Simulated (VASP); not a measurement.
A run of VASP 6.6.1:

INCAR

```
PREC = Accurate ; ENCUT = 520
EDIFF = 1E-6 ; ISMEAR = 0
SIGMA = 0.05 ; LREAL = False
LASPH = True ; NELM = 100
ALGO = Normal ; ISIF = 2
LWAVE = False ; LCHARG = True
GGA = PS ; LELF = True
LVHAR = True ; NBANDS = 14
```

Contents of KPOINTS:

```
Automatic mesh
0
Gamma
  12 12 12
```

The input POSCAR:

```
HfN
1.0
    2.7904350122      0.0000000000      0.0000000000
    0.0000000000      2.7904350122      0.0000000000
    0.0000000000      0.0000000000      2.7904350122
Hf N
1 1
Direct
    0.0000000000      0.0000000000      0.0000000000
    0.5000000000      0.5000000000      0.5000000000
```

Potentials or basis: VASP PAW PBE potentials, release 64 (Hf_pv, N).

Command:

```console
$ cat potpaw_PBE.64/Hf_pv/POTCAR potpaw_PBE.64/N/POTCAR > POTCAR
$ mpirun -np 1 vasp_std > vasp.out
```

Hardware: 1 thread of Intel(R) Xeon(R) 6975P-C (Granite Rapids), with other jobs on the host.

Question: Estimate the wall time of this run.

Answer: It took 9 s on 1 thread of Intel(R) Xeon(R) 6975P-C (Granite Rapids), with other jobs on the host, peak memory 0.15 GiB. Counts: scf iterations 13, k points 84.
